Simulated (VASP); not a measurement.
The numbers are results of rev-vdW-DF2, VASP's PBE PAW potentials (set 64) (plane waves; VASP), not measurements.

Input for VASP

POSCAR:
```
CsBr
1
    4.2743615048     0.0000000000    -0.0000000000
    0.0000000000     4.2743615048     0.0000000000
    0.0000000000     0.0000000000     4.2743615048
Cs Br
1 1
Direct
  0.0000000000   0.0000000000   0.0000000000
  0.5000000000   0.5000000000   0.5000000000
```

KPOINTS:
```
k-points along high-symmetry lines
15
Line-mode
Reciprocal
  0.000000   0.000000   0.000000 ! GAMMA
  0.000000   0.500000   0.000000 ! X

  0.000000   0.500000   0.000000 ! X
  0.500000   0.500000   0.000000 ! M

  0.500000   0.500000   0.000000 ! M
  0.000000   0.000000   0.000000 ! GAMMA

  0.000000   0.000000   0.000000 ! GAMMA
  0.500000   0.500000   0.500000 ! R

  0.500000   0.500000   0.500000 ! R
  0.000000   0.500000   0.000000 ! X

  0.500000   0.500000   0.500000 ! R
  0.500000   0.500000   0.000000 ! M
```

**INCAR**
```
LMAXMIX = 4   ! l cut-off of mixed one-centre charges
LUSE_VDW = T
LORBIT = 11   ! lm-projected
ALGO = Normal   ! blocked Davidson
SYSTEM = CsBr
PREC = Accurate
NELM = 100
LWAVE = F
ZAB_VDW = -1.8867
LREAL = F   ! projection in real space or not
GGA = MK
PARAM2 = 0.7114
LCHARG = F
ENCUT = 520
SIGMA = 0.05   ! width (eV)
PARAM1 = 0.1234568
ISMEAR = 0
ICHARG = 11   ! fixed density
AGGAC = 0.0
EDIFF = 1E-7   ! SCF stop (eV)
LASPH = T   ! aspherical one-centre terms
```

POTCAR, in this order: Cs_sv Br (PBE.64 set). Program: vasp_std. Read from the step before: CHGCAR.

Output

OSZICAR:
```
       N       E                     dE             d eps       ncg     rms          rms(c)
DAV:   1     0.981789650607E+02    0.98179E+02   -0.67324E+03  2160   0.113E+03
DAV:   2     0.504941868587E+01   -0.93130E+02   -0.86752E+02  3212   0.181E+02
DAV:   3    -0.206287696199E+01   -0.71123E+01   -0.70805E+01  2728   0.572E+01
DAV:   4    -0.213945206805E+01   -0.76575E-01   -0.76535E-01  2528   0.685E+00
DAV:   5    -0.214018094129E+01   -0.72887E-03   -0.72880E-03  2672   0.651E-01
DAV:   6    -0.214019519004E+01   -0.14249E-04   -0.14247E-04  2584   0.823E-02
DAV:   7    -0.214019559127E+01   -0.40123E-06   -0.40122E-06  2672   0.118E-02
DAV:   8    -0.214019560430E+01   -0.13034E-07   -0.13048E-07  2268   0.192E-03
   1 F= -.21401956E+01 E0= -.21401956E+01  d E =-.750342E-19
```

File OUTCAR:
```
 val. band max:       -0.3550794776   @ k =   0.0000   0.0000   0.0000

 cond. band min:       4.0651095308   @ k =   0.0000   0.0000   0.0000



 k-point     1 :       0.0000    0.0000    0.0000
  band No.  band energies     occupation
      1     -20.1407      2.00000
      2     -12.7512      2.00000
      3      -6.7068      2.00000
      4      -6.7068      2.00000
      5      -6.7068      2.00000
      6      -0.3551      2.00000
      7      -0.3551      2.00000
      8      -0.3551      2.00000
      9       4.0651      0.00000
     10       4.4467      0.00000
     11       4.4467      0.00000
     12       8.7573      0.00000

 k-point     2 :       0.0000    0.0357    0.0000
  band No.  band energies     occupation
      1     -20.1400      2.00000
      2     -12.7514      2.00000
      3      -6.7125      2.00000
      4      -6.7055      2.00000
      5      -6.7055      2.00000
      6      -0.3790      2.00000
      7      -0.3578      2.00000
      8      -0.3578      2.00000
      9       4.0999      0.00000
     10       4.4551      0.00000
     11       4.4772      0.00000
     12       8.7607      0.00000

 k-point     3 :       0.0000    0.0714    0.0000
  band No.  band energies     occupation
      1     -20.1379      2.00000
      2     -12.7520      2.00000
      3      -6.7293      2.00000
      4      -6.7015      2.00000
      5      -6.7015      2.00000
      6      -0.4478      2.00000
      7      -0.3657      2.00000
      8      -0.3657      2.00000
      9       4.2015      0.00000
     10       4.4801      0.00000
     11       4.5676      0.00000
     12       8.7527      0.00000

 k-point     4 :       0.0000    0.1071    0.0000
  band No.  band energies     occupation
      1     -20.1346      2.00000
      2     -12.7530      2.00000
      3      -6.7559      2.00000
      4      -6.6950      2.00000
      5      -6.6950      2.00000
      6      -0.5534      2.00000
      7      -0.3785      2.00000
...
```

The density is held fixed in this step, so its total energy and stress have no physical meaning. Unless said otherwise, spin-orbit coupling is left out, though it shifts the bands of the heavy elements here.

The compound is CsBr in the CsCl type structure. It was relaxed first.
